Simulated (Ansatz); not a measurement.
**KCl: a single-point run**

Aim: a sound single-point run of KCl. The structure is shown as the input types it. The cell is built on a prototype (CsCl type) and needn't be the phase found in nature.

Method: density functional or hybrid calculation with the settings of its input, plane waves (as first typed), in Ansatz 0.2.0.

1 further run of the same task is left out (it didn't finish).

**1. The system as given**

The structure is cubic, space group Pm-3m (No. 221). Conventional cell: a = 3.771 Å, b = 3.771 Å, c = 3.771 Å, α = 90.00°, β = 90.00°, γ = 90.00°. K (site symmetry m-3m) is surrounded by 8 Cl at 3.27 Å. Cl (site symmetry m-3m) has 8 K at 3.27 Å as nearest neighbours.

Coordinates:

```
CELL_PARAMETERS angstrom
3.77117 0.00000 0.00000
0.00000 3.77117 0.00000
0.00000 0.00000 3.77117
ATOMIC_POSITIONS crystal
K 0.00000 0.00000 0.00000
Cl 0.50000 0.50000 0.50000
```

**2. Input and run**

Input file input.yaml:

```yaml
crystal:
  lattice:
    - [3.7711682906, 0.0, 0.0]
    - [0.0, 3.7711682906, 0.0]
    - [0.0, 0.0, 3.7711682906]
  atoms:
    - { symbol: K, position: [0.0, 0.0, 0.0] }
    - { symbol: Cl, position: [0.5, 0.5, 0.5] }
kpoints:
  mp_grid: { grid: [6, 6, 6] }
hamiltonian:
  xc: pbesol
scf:
  occupations: { method: fixed }
  n_extra_bands: 4
  max_iter: 93
output:
  forces: true
  stress: true
  eigenvalues: true
basis:
  ecutwfc: 120
```

The run is started by

```
$ ansatz run input.yaml --threads 4 --pin off --max-ram 3686MiB --backend cpu --events-out ev --progress --plain --runs-dir out
```

**Question.** How will this run end, and is anything wrong with its input?

The run converged and reported no error, with warnings (cutoff below recommended). Its log warns: «basis.ecutwfc = 120 eV is below the records' recommended 420 eV ...»

The suspect setting: basis.ecutwfc is 120. With so few plane waves the basis is incomplete by a wide margin. The potentials' recommended cutoff is 420 eV.

To check: delete basis.ecutwfc (the default then holds).
